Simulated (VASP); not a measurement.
Write the native input for VASP 6.6.1 that does the following.

* Task: single point
* Functional: BLYP
* Potentials or basis: VASP PAW PBE potentials, release 64 (Li_sv)
* Cutoff: 520 eV
* k mesh: 8 × 8 × 12
* Occupations: fermi-dirac, width 0.1 eV
* Spin: no spin polarisation
* Dipole correction: no
* Further INCAR settings: ALGO = Normal; EDIFF = 1e-06; NBANDS = 12

The structure of Li lies in POSCAR:

```
Li
1.0
    5.1017909300      0.0000000000      0.0000000000
   -2.5508954650      4.4182805502      0.0000000000
    0.0000000000      0.0000000000      2.9852443966
Li
3
Direct
    0.0000000000      0.0000000000      0.0000000000
    0.3333333333      0.6666666667      0.5000000000
    0.6666666667      0.3333333333      0.5000000000
```

This isn't the form of Li at room conditions, which is bcc.

The input as run:

INCAR

```
SYSTEM = Li
AGGAC = 1.0
AGGAX = 1.0
ALDAC = 0.0
ALDAX = 1.0
ALGO = Normal
EDIFF = 1E-6
ENCUT = 520
GGA = B5
ISIF = 2
ISMEAR = -1
LASPH = .True.
LCHARG = .False.
LREAL = .False.
LWAVE = .False.
NBANDS = 12
NELM = 100
PREC = Accurate
SIGMA = 0.1
```

KPOINTS

```
k-points
0
Gamma
  8 8 12
  0 0 0
```

Potentials or basis: VASP PAW PBE potentials, release 64 (Li_sv).

The run is started by

```bash
$ cat potpaw_PBE.64/Li_sv/POTCAR > POTCAR
$ mpirun -np 1 vasp_std > vasp.out
```

It gave:

```
Band gap on the k mesh : none (metal or under the smearing width)
```

Wall time 24 s on 1 thread of Intel(R) Xeon(R) Platinum 8559C (Emerald Rapids), on a shared host, peak memory 0.18 GiB.
